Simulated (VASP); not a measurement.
MnS:

```
CELL_PARAMETERS angstrom
4.30568 0.00000 0.00000
0.00000 4.30568 0.00000
0.00000 0.00000 5.36058
ATOMIC_POSITIONS crystal
Mn 0.00000 0.50000 0.00000
Mn 0.50000 0.00000 0.50000
S 0.00000 0.00000 0.25000
S 0.00000 0.00000 0.75000
```

Measurements of this composition are mostly on another form, of space group No. 225.

Base run:

* Program: VASP 6.6.1
* Functional: r2SCAN
* Potentials or basis: VASP PAW PBE potentials, release 64 (Mn_pv, S)
* Cutoff: 520 eV
* k mesh: 5 × 5 × 4
* Occupations: gaussian, width 0.05 eV
* Spin: collinear spin, zero start
* Starting moments: [0.0, 0.0, 0.0, 0.0] μB

Its results: band gap on the k mesh none (metal or under the smearing width); pressure -17.9 GPa; net moment 0.00 μB per cell.

Task: The run is repeated on the same cell with these changes: further incar settings from ALGO = Normal; EDIFF = 1e-07; NBANDS = 31 to ALGO = Normal; EDIFF = 1e-06; hubbard terms from none to Mn d U = 3 eV. What comes out?

Result: Band gap on the k mesh none (metal or under the smearing width); pressure -13.3 GPa; net moment 0.00 μB per cell.

Caveats: so large a pressure means that the cell lies far from this level's equilibrium, or that cutoff or potentials fall short (some runs); the potentials were made for another functional, which shifts forces and pressure (some runs); semilocal functionals often make such compounds metallic where correlation or magnetic order opens a gap, which also shifts bond lengths (some runs); the PAW data sets were made with another functional, which shifts forces and pressure a little (some runs).
